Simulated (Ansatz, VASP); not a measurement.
**Two plane-wave programs on ZnO**

```
CELL_PARAMETERS angstrom
3.08693 0.00000 0.00000
-1.54346 2.67336 0.00000
0.00000 0.00000 5.33390
ATOMIC_POSITIONS crystal
Zn 0.33333 0.66667 0.00000
Zn 0.66667 0.33333 0.50000
O 0.33333 0.66667 0.38210
O 0.66667 0.33333 0.88210
```

Change from the starting cell: strain -0.050 along x and y, +0.025 along z, atoms carried along.

Alike in both runs: task single point; functional PBEsol; k mesh 9 × 9 × 6; occupations gaussian, width 0.05 eV; no spin polarisation.

|  | VASP | Ansatz |
| --- | --- | --- |
| version | VASP 6.6.1 | Ansatz 0.2.0 |
| potentials or method | VASP PAW PBE potentials, release 64 (Zn, O) | scalar-relativistic, plane waves, PAW |
| plane-wave cutoff (eV) | 520 | 420 |
| valence electrons in the cell | 36 | 36 |

|  | VASP | Ansatz | Ansatz less VASP |
| --- | --- | --- | --- |
| gap on the k mesh at the Fermi level (eV) | 0.64 | 0.65 | +0.011 |
| least direct gap on the mesh (eV) | 0.64 | 0.65 | +0.011 |
| pressure (GPa) | 14.4 | 13.1 | -1.31 |
| largest component of the traceless stress (GPa) | 13.88 | 13.35 | -0.535 |
| rms of the force components (eV/Å) | 0.489 | 0.460 | -0.0285 |

Atom by atom the forces differ by 0.028 eV/Å (rms over components). The functional is the same, so the differences come from potentials, cutoffs and numerics.

Caveats: the PAW data sets were made with another functional, which shifts forces and pressure a little (VASP).
